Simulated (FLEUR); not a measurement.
# Al2Au (Fm-3m) in FLEUR: further runs

One crystal, Al2Au, is run at these levels: PBEsol; tasks: band structure.

Everything below comes from runs of FLEUR MaX-R8.1 (later development tree). Logs are shortened: lines on timing, memory, paths and dates and some standing lists are left out, and cuts for length are marked.

### Step 1. Starting point

Symmetry: Fm-3m, No. 225, cubic system. Conventional cell: a = 6.000 Å, b = 6.000 Å, c = 6.000 Å, α = 90.00°, β = 90.00°, γ = 90.00°. Au (site symmetry m-3m) has 8 Al at 2.60 Å as nearest neighbours. Around Al (site symmetry -43m) lie 4 Au at 2.60 Å.

### Step 2. Band structure, PBEsol

inp.xml

```xml
<?xml version="1.0" encoding="UTF-8" standalone="no"?>
<fleurInput fleurInputVersion="0.39">
   <comment>
      Al2Au                                                                                               
   </comment>
   <calculationSetup>
      <cutoffs Kmax="4.6" Gmax="14.3" GmaxXC="14.3" numbands="0"/>
      <scfLoop itmax="60" minDistance="0.00001" maxIterBroyd="15" imix="Anderson" alpha="0.05" precondParam="0.0" spinf="2.0" sdNocoIR="T"/>
      <coreElectrons ctail="T" frcor="F" kcrel="0" coretail_lmax="0"/>
      <xcFunctional name="PBEs" relativisticCorrections="F"/>
      <magnetism jspins="1"/>
      <soc l_soc="F" theta="0.0" phi="0.0" spav="F"/>
      <expertModes spex="0" secvar="F"/>
      <geometryOptimization l_f="F" forcealpha="1.0" forcemix="BFGS" epsdisp="0.00001" epsforce="0.00001"/>
      <ldaU l_linMix="F" mixParam="0.05" spinf="1.0"/>
   </calculationSetup>
   <cell>
      <bzIntegration valenceElectrons="41.0" mode="hist" fermiSmearingEnergy="0.00183747">
         <kPointListSelection listName="default-1"/>
         <!-- k-points included here -->
         <xi:include xmlns:xi="http://www.w3.org/2001/XInclude" href="kpts.xml"> </xi:include>
      </bzIntegration>
      <!-- symmetry operations included here -->
      <xi:include xmlns:xi="http://www.w3.org/2001/XInclude" href="sym.xml"> </xi:include>
      <bulkLattice scale="1.0">
         <bravaisMatrix>
[... 30 lines left out ...]
         </electronConfig>
         <energyParameters s="3" p="3" d="3" f="4"/>
         <lo type="SCLO" l="0" n="2" eDeriv="0"/>
         <lo type="SCLO" l="1" n="2" eDeriv="0"/>
         <lo type="SCLO" l="2" n="3" eDeriv="2"/>
         <lo type="SCLO" l="3" n="4" eDeriv="2"/>
      </species>
   </atomSpecies>
   <atomGroups>
      <atomGroup species="Gold (Au)">
         <relPos label="                   1">.0000000000 .0000000000 .0000000000</relPos>
         <force calculate="T" relaxXYZ="TTT"/>
      </atomGroup>
      <atomGroup species="Aluminum (Al)">
         <relPos label="                   2">-1.000/4.000 -1.000/4.000 -1.000/4.000</relPos>
         <relPos label="                   3">1.000/4.000 1.000/4.000 1.000/4.000</relPos>
         <force calculate="T" relaxXYZ="TTT"/>
      </atomGroup>
   </atomGroups>
   <output dos="F" band="F" slice="F">
      <checks vchk="F" cdinf="F"/>
      <bandDOS minEnergy="-.5*Htr" maxEnergy="0.5*Htr" sigma="0.015" storeEVData="T"/>
      <vacuumDOS vacdos="F" integ="F" star="F" nstars="0" locx1="0.0" locy1="0.0" locx2="0.0" locy2="0.0" nstm="0" tworkf="0.0"/>
      <unfoldingBand unfoldBand="F" supercellX="1" supercellY="1" supercellZ="1"/>
      <plotting iplot="0" polar="F">
         <plot TwoD="T" vec1="  1.0  0.0  0.0" vec2="  0.0  1.0  0.0" vec3="  0.0  0.0  1.0" zero="  0.0  0.0  0.0" file="plot"/>
      </plotting>
      <chargeDensitySlicing numkpt="0" minEigenval="0.0" maxEigenval="0.0" nnne="0" pallst="F"/>
      <specialOutput eonly="F"/>
      <moessbauerParams electricFieldGradient="T" isomerShift="T" coreHyperfine="T" valenceHyperfine="T"/>
      <magneticCircularDichroism mcd="F" energyLo="-10.0" energyUp="0.0"/>
   </output>
  <!-- We include the file relax.xml here to enable relaxations (see documentation) -->
  <xi:include xmlns:xi="http://www.w3.org/2001/XInclude" href="relax.xml"> <xi:fallback/> </xi:include>
</fleurInput>
```

crystal.txt

```
Al2Au
&input cartesian=F /
0.0000000000  3.0000000000  3.0000000000
3.0000000000  0.0000000000  3.0000000000
3.0000000000  3.0000000000  0.0000000000
1.8897261246
1.0 1.0 1.0

3
79 0.0000000000  0.0000000000  0.0000000000
13 0.7500000000  0.7500000000  0.7500000000
13 0.2500000000  0.2500000000  0.2500000000

&kpt div1=8 div2=8 div3=8 gamma=T /
```

inp.xml (bands)

```
<?xml version="1.0" encoding="UTF-8" standalone="no"?>
<fleurInput fleurInputVersion="0.39">
   <comment>
      Al2Au                                                                                               
   </comment>
   <calculationSetup>
      <cutoffs Kmax="4.6" Gmax="14.3" GmaxXC="14.3" numbands="0"/>
      <scfLoop itmax="60" minDistance="0.00001" maxIterBroyd="15" imix="Anderson" alpha="0.05" precondParam="0.0" spinf="2.0" sdNocoIR="T"/>
      <coreElectrons ctail="T" frcor="F" kcrel="0" coretail_lmax="0"/>
      <xcFunctional name="PBEs" relativisticCorrections="F"/>
      <magnetism jspins="1"/>
      <soc l_soc="F" theta="0.0" phi="0.0" spav="F"/>
      <expertModes spex="0" secvar="F"/>
      <geometryOptimization l_f="F" forcealpha="1.0" forcemix="BFGS" epsdisp="0.00001" epsforce="0.00001"/>
      <ldaU l_linMix="F" mixParam="0.05" spinf="1.0"/>
   </calculationSetup>
   <cell>
      <bzIntegration valenceElectrons="41.0" mode="hist" fermiSmearingEnergy="0.00183747">
         <kPointListSelection listName="path-1"/>
         <!-- k-points included here -->
         <xi:include xmlns:xi="http://www.w3.org/2001/XInclude" href="kpts.xml"> </xi:include>
      </bzIntegration>
      <!-- symmetry operations included here -->
      <xi:include xmlns:xi="http://www.w3.org/2001/XInclude" href="sym.xml"> </xi:include>
      <bulkLattice scale="1.0">
         <bravaisMatrix>
[... 31 lines left out ...]
         <energyParameters s="3" p="3" d="3" f="4"/>
         <lo type="SCLO" l="0" n="2" eDeriv="0"/>
         <lo type="SCLO" l="1" n="2" eDeriv="0"/>
         <lo type="SCLO" l="2" n="3" eDeriv="2"/>
         <lo type="SCLO" l="3" n="4" eDeriv="2"/>
      </species>
   </atomSpecies>
   <atomGroups>
      <atomGroup species="Gold (Au)">
         <relPos label="                   1">.0000000000 .0000000000 .0000000000</relPos>
         <force calculate="T" relaxXYZ="TTT"/>
      </atomGroup>
      <atomGroup species="Aluminum (Al)">
         <relPos label="                   2">-1.000/4.000 -1.000/4.000 -1.000/4.000</relPos>
         <relPos label="                   3">1.000/4.000 1.000/4.000 1.000/4.000</relPos>
         <force calculate="T" relaxXYZ="TTT"/>
      </atomGroup>
   </atomGroups>
   <output dos="F" band="T" slice="F">
      <checks vchk="F" cdinf="F"/>
      <bandDOS minEnergy="-.5*Htr" maxEnergy="0.5*Htr" sigma="0.015" storeEVData="T"/>
      <vacuumDOS vacdos="F" integ="F" star="F" nstars="0" locx1="0.0" locy1="0.0" locx2="0.0" locy2="0.0" nstm="0" tworkf="0.0"/>
      <unfoldingBand unfoldBand="F" supercellX="1" supercellY="1" supercellZ="1"/>
      <plotting iplot="0" polar="F">
         <plot TwoD="T" vec1="  1.0  0.0  0.0" vec2="  0.0  1.0  0.0" vec3="  0.0  0.0  1.0" zero="  0.0  0.0  0.0" file="plot"/>
      </plotting>
      <chargeDensitySlicing numkpt="0" minEigenval="0.0" maxEigenval="0.0" nnne="0" pallst="F"/>
      <specialOutput eonly="F"/>
      <moessbauerParams electricFieldGradient="T" isomerShift="T" coreHyperfine="T" valenceHyperfine="T"/>
      <magneticCircularDichroism mcd="F" energyLo="-10.0" energyUp="0.0"/>
   </output>
  <!-- We include the file relax.xml here to enable relaxations (see documentation) -->
  <xi:include xmlns:xi="http://www.w3.org/2001/XInclude" href="relax.xml"> <xi:fallback/> </xi:include>
</fleurInput>
```

Potentials or basis: all-electron, FLAPW.

The run is started by

```sh
$ inpgen -f crystal.txt -profile fastHighL
$ # inp.xml edited to the form shown
$ fleur_MPI
$ fleur_MPI   # second run, on inp.xml (bands)
```

What it wrote:

```text
Welcome to FLEUR        (www.flapw.de)
      MaX-Release 8.1          (www.max-centre.eu)

 ========== k-point set info ==========
 Selected k-point list: default-1
 k-point list type: mesh
 8 x 8 x 8
 Number of k points: 29

 ------------Calculation Setup---------------------------
 Number of MPI-tasks      :            1
 Number of PE/node        :            1
 Number of OMP-threads    :            1
 Most efficient MPI parallelization for:
           1          29
 Additional eigenvalue parallelization possible
 Number of basis functions:          715
 Approximate size of matrices (H+S) per k-point:         0.008 GB
 --------------------------------------------------------
 Iteration:     1   Distance:      17.36708866 me/bohr^3
 Iteration:     2   Distance:      14.56519037 me/bohr^3
 Iteration:     3   Distance:       5.86833721 me/bohr^3
 Iteration:     4   Distance:       4.89797279 me/bohr^3
 Iteration:     5   Distance:       1.89746667 me/bohr^3
 Iteration:     6   Distance:       0.76632924 me/bohr^3
 Iteration:     7   Distance:       0.19086398 me/bohr^3
 Iteration:     8   Distance:       0.07177195 me/bohr^3
 Iteration:     9   Distance:       0.10486485 me/bohr^3
 Iteration:    10   Distance:       0.01569358 me/bohr^3
 Iteration:    11   Distance:       0.00150663 me/bohr^3
 Iteration:    12   Distance:       0.00175682 me/bohr^3
 Iteration:    13   Distance:       0.00028888 me/bohr^3
 Iteration:    14   Distance:       0.00006208 me/bohr^3
 Iteration:    15   Distance:       0.00000557 me/bohr^3

 ********************************************************************
 Run finished successfully
 Stop message:
   all done
 ********************************************************************
```

output (bands):

```text
Welcome to FLEUR        (www.flapw.de)
      MaX-Release 8.1          (www.max-centre.eu)

 ========== k-point set info ==========
 Selected k-point list: path-1
 k-point list type: path
 Number of k points: 60

 ------------Calculation Setup---------------------------
 Number of MPI-tasks      :            1
 Number of PE/node        :            1
 Number of OMP-threads    :            1
 Most efficient MPI parallelization for:
           1           2           3           4           5           6          10          12          15          20          30          60
 Additional eigenvalue parallelization possible
 Number of basis functions:          717
 Approximate size of matrices (H+S) per k-point:         0.008 GB
 --------------------------------------------------------
 Fermi energy correction for metals:
 Fermi energy in bands.* files may not be consistent with last density.
 Please correct it manually (e.g. in band.gnu file).

 Note: Band structure data (together with different weights) is also stored in the banddos.hdf file.
       A convenient way of extracting and plotting the data from that file is by making use of the

 ********************************************************************
 Run finished successfully
 Stop message:
   Charge density postprocessing done.
 ********************************************************************
```

out.xml (last iteration):

```text
<iteration numberForCurrentRun="   15" overallNumber="   15">
         <energyParameters units="Htr">
            <atomicEP atomType="1" spin="1" branch="6s" branchLowest="-3.61" branchHighest="1.51" value="0.0654911194"/>
            <atomicEP atomType="1" spin="1" branch="6p" branchLowest="-1.80" branchHighest="2.50" value="0.2352182289"/>
            <atomicEP atomType="1" spin="1" branch="5d" branchLowest="-11.58" branchHighest="0.37" value="0.1238967732"/>
            <atomicEP atomType="1" spin="1" branch="5f" branchLowest="-2.62" branchHighest="2.52" value="0.5289335421"/>
            <loAtomicEP atomType="1" spin="1" branch="5s" branchLowest="-26.40" branchHighest="-3.61" value="-3.6164963379"/>
            <loAtomicEP atomType="1" spin="1" branch="5p" branchLowest="-19.65" branchHighest="-1.80" value="-1.8713180647"/>
            <loAtomicEP atomType="1" spin="1" branch="5p" branchLowest="-19.65" branchHighest="-1.80" value="-1.8713180647"/>
            <loAtomicEP atomType="1" spin="1" branch="5d" branchLowest="-11.58" branchHighest="0.37" value="0.1067284717"/>
            <loAtomicEP atomType="1" spin="1" branch="5f" branchLowest="-2.62" branchHighest="2.52" value="0.5289273673"/>
            <atomicEP atomType="2" spin="1" branch="3s" branchLowest="-3.46" branchHighest="1.63" value="0.0692045574"/>
            <atomicEP atomType="2" spin="1" branch="3p" branchLowest="-2.05" branchHighest="2.06" value="0.2179228446"/>
            <atomicEP atomType="2" spin="1" branch="3d" branchLowest="-9.99" branchHighest="2.28" value="0.3907775355"/>
            <atomicEP atomType="2" spin="1" branch="4f" branchLowest="-9.99" branchHighest="4.42" value="0.5564620333"/>
            <loAtomicEP atomType="2" spin="1" branch="2s" branchLowest="-54.91" branchHighest="-3.46" value="-3.4648616258"/>
            <loAtomicEP atomType="2" spin="1" branch="2p" branchLowest="-9.99" branchHighest="-2.05" value="-2.0567150554"/>
            <loAtomicEP atomType="2" spin="1" branch="3d" branchLowest="-9.99" branchHighest="2.28" value="0.3907775271"/>
            <loAtomicEP atomType="2" spin="1" branch="4f" branchLowest="-9.99" branchHighest="4.42" value="0.5564648504"/>
         </energyParameters>
         <eigenvalues>
            <eigenvaluesAt spin="1" ikpt="1" k_x="0.00000000" k_y="0.00000000" k_z="0.00000000">
                      -3.6164835260       -3.4648707037       -3.4648251712       -2.0567318843       -2.0567318843
                      -2.0567318843       -2.0565418334       -2.0565418334       -2.0565418334       -1.8253032513
                      -1.8253032513       -1.8253032513       -0.0627477359        0.0829737836        0.0829737836
                       0.0829737836        0.1183672179        0.1183672179        0.4086120029        0.4334051082
                       0.4334051082        0.4334051082        0.4701032708        0.4701032708        0.4701032708
                       0.5358613834        0.5358613834        0.5358613834        0.5657351198        0.6290433044
                       0.6290433044        0.7398058810
            </eigenvaluesAt>
            <eigenvaluesAt spin="1" ikpt="2" k_x="0.00000000" k_y="0.00000000" k_z="0.12500000">
                      -3.6164833909       -3.4648691174       -3.4648269469       -2.0567262996       -2.0567248782
                      -2.0567248782       -2.0565488319       -2.0565488319       -2.0565464228       -1.8253090181
                      -1.8253031957       -1.8253031957       -0.0552285663        0.0805770341        0.0848262569
                       0.0848262569        0.1180053764        0.1180053764        0.3459780767        0.4084127175
[... 58 lines left out ...]
         </allElectronCharges>
         <moessbauerParams unitsHFF="kG" unitsIS="e/bohr^3" unitsEFG="Htr/bohr^2">
            <coreIsomerShift atomType="1" isTotal="2311968.50501">
               <shell n="1" l="0" isomerShift="1915025.81614"/>
               <shell n="2" l="0" isomerShift="287150.87830"/>
               <shell n="2" l="1" isomerShift="20686.12128"/>
               <shell n="3" l="0" isomerShift="65729.51249"/>
               <shell n="3" l="1" isomerShift="5309.00563"/>
               <shell n="4" l="0" isomerShift="16736.39745"/>
               <shell n="3" l="2" isomerShift="0.00218"/>
               <shell n="4" l="1" isomerShift="1330.77097"/>
               <shell n="4" l="2" isomerShift="0.00058"/>
               <shell n="4" l="3" isomerShift="0.00000"/>
            </coreIsomerShift>
            <coreIsomerShift atomType="2" isTotal="1397.31226">
               <shell n="1" l="0" isomerShift="1397.31226"/>
            </coreIsomerShift>
            <isomerShift atomType="1" nucleusRadius="0.0001374" averageDensity="2315538.67310"/>
            <isomerShift atomType="2" nucleusRadius="0.0000708" averageDensity="1495.71402"/>
            <electricFieldGradient atomType="1" VXX="0.00000" VYY="0.00000" VZZ="0.00000" asymParam="0.00000">
            </electricFieldGradient>
            <electricFieldGradient atomType="2" VXX="0.00000" VYY="0.00000" VZZ="0.00000" asymParam="0.00000">
            </electricFieldGradient>
         </moessbauerParams>
         <totalEnergy                                    value="   -19527.4133580263" units="Htr">
            <sumOfEigenvalues                            value="   -11973.1342336644">
               <coreElectrons value="-11918.6247904463"/>
               <valenceElectrons value="-54.5094432180"/>
            </sumOfEigenvalues>
            <densityCoulombPotentialIntegral value="-33817.9616125654"/>
            <densityEffectivePotentialIntegral value="-34339.8103425857"/>
            <chargeDenXCDenIntegral value="-396.5097862304"/>
            <FockExchangeEnergyValence value="0.0000000000"/>
            <FockExchangeEnergyCore value="0.0000000000"/>
            <atomTypeDependentContributions atomType="1">
               <electronNucleiInteractionDifferentMTs value="23966.0991660489"/>
               <MadelungTerm value="-36.3329449501"/>
            </atomTypeDependentContributions>
            <atomTypeDependentContributions atomType="2">
               <electronNucleiInteractionDifferentMTs value="572.0891959681"/>
               <MadelungTerm value="-14.0775674674"/>
            </atomTypeDependentContributions>
            <tkbTimesEntropy value="0.0003103620"/>
            <freeEnergy value="-19527.4136683883"/>
            <extrapolationTo0K value="-19527.4135132073"/>
         </totalEnergy>
         <densityConvergence units="me/bohr^3">
            <chargeDensity spin="1" distance="0.0000055684"/>
         </densityConvergence>
      </iteration>
```

Run time: 59 s. Hardware: 1 thread of Intel Xeon 6975P-C (Granite Rapids), shared host; peak memory 0.08 GiB.

Results:

- Free energy: -531367.9957 eV
- Band gap along the path: none (metal or under the smearing width)
- Valence electrons inside the program's atomic spheres: Au 17.39; Al 9.08 (radii Au 2.42, Al 2.13 bohr)

Levels at the corners of the path, in eV from the Fermi level:
```
point  band 18  band 19  band 20  band 21  band 22  band 23  band 24  band 25
    Γ    -5.64     2.26     2.93     2.93     2.93     3.93     3.93     3.93
    X    -5.33    -5.04    -2.12    -2.12     1.30     2.04     7.65     9.81
    W    -5.21    -4.02    -4.02    -2.20     4.14     4.14     5.20     5.25
    K    -5.54    -4.61    -3.40    -1.37     1.84     4.35     6.03     7.73
    Γ    -5.64     2.26     2.93     2.93     2.93     3.93     3.93     3.93
    L    -5.52    -5.46     0.35     0.35     3.25     3.61     3.82     3.82
    U    -5.54    -4.61    -3.40    -1.37     1.84     4.35     6.03     7.73
    W    -5.21    -4.02    -4.02    -2.20     4.14     4.14     5.20     5.25
    L    -5.52    -5.46     0.35     0.35     3.25     3.61     3.82     3.82
    K    -5.54    -4.61    -3.40    -1.37     1.84     4.35     6.03     7.73
    U    -5.54    -4.61    -3.40    -1.37     1.84     4.35     6.03     7.73
    X    -5.33    -5.04    -2.12    -2.12     1.30     2.04     7.65     9.81
```

Core levels (eV from the Fermi level):
```
atom                                                                                                                                                                                                                                     levels
1 Au  1s1/2 -80628.3, 2s1/2 -14214.4, 2p1/2 -13630.0, 2p3/2 -11795.0, 3s1/2 -3354.0, 3p1/2 -3091.5, 3p3/2 -2686.6, 4s1/2 -727.1, 3d3/2 -2251.2, 3d5/2 -2164.2, 4p1/2 -615.3, 4p3/2 -518.1, 4d3/2 -335.2, 4d5/2 -317.1, 4f5/2 -82.5, 4f7/2 -78.7
2 Al                                                                                                                                                                                                                              1s1/2 -1503.0
3 Al                                                                                                                                                                                                                              1s1/2 -1503.0
```

Caveat: spin-orbit coupling is left out, which moves the levels of the heavy elements.

(Continued in part 2 of 2.)
